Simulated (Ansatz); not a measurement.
Set up this calculation in Ansatz 0.2.0, as the native input.

```
Task                : relaxation of cell and atoms
Functional          : PBE
Dispersion          : D3(BJ)
Potentials or basis : Ansatz PAW
Cutoff              : 420 eV (not typed: the program's choice for these potentials)
k mesh              : 9 × 9 × 9
Occupations         : fermi-dirac, width 0.05 eV
Spin                : no spin polarisation
```

Crystal: Te.

```
Te
1.0
     2.30590    1.33131    1.69095
    -2.30590    1.33131    1.69095
     0.00000   -2.66263    1.69095
Te
1
Direct
  0.50000 0.50000 0.50000
```

This isn't the form of Te at room conditions, which is trigonal, of chains.

The input as run:

input.yaml

```yaml
crystal:
  lattice:
    - [2.3059043427, 1.331314493, 1.6909537039]
    - [-2.3059043427, 1.331314493, 1.6909537039]
    - [0.0, -2.662628986, 1.6909537039]
  atoms:
    - { symbol: Te, position: [0.5, 0.5, 0.5] }
hamiltonian:
  xc: pbe
  pseudopotentials: { kind: paw }
  dispersion: d3bj
kpoints:
  mp_grid: { grid: [9, 9, 9] }
scf:
  occupations: { method: fermi_dirac, width: 0.05 }
output:
  forces: true
  stress: true
  eigenvalues: true
  write_density: true
  write_potential: true
  elf: true
  volumetric_format: npy
relax:
  f_tol: 0.01
  max_steps: 40
  cell: { stress_tol: 0.05 }
```

Potentials or basis: Ansatz PAW.

Run with:

```bash
$ ansatz run input.yaml --threads 2 --pin off --max-ram 5632MiB --backend cpu --events-out ev --progress --plain --runs-dir out
```

It gave:

```
Relaxed volume                         : 31.37 Å³/atom
Relaxed cell                           : a = 3.157 Å, b = 3.157 Å, c = 3.157 Å, α = 92.35°, β = 92.35°, γ = 92.35°
Space group after relaxing (to 0.05 Å) : R-3m (No. 166)
Energy gained by relaxing              : 0.7 meV/atom
Ionic steps                            : 7
Pressure after relaxing                : 0.0 GPa
Band gap on the k mesh                 : none (metal or under the smearing width)
```

Caveat: the plane-wave basis is chosen anew once the cell has moved, so the energies of steps on either side of that aren't comparable; pairwise dispersion overbinds metals, which lowers pressure and volume.

Wall time 7.8 s on 2 threads of Arm Neoverse V2 (shared host), peak memory 0.31 GiB.
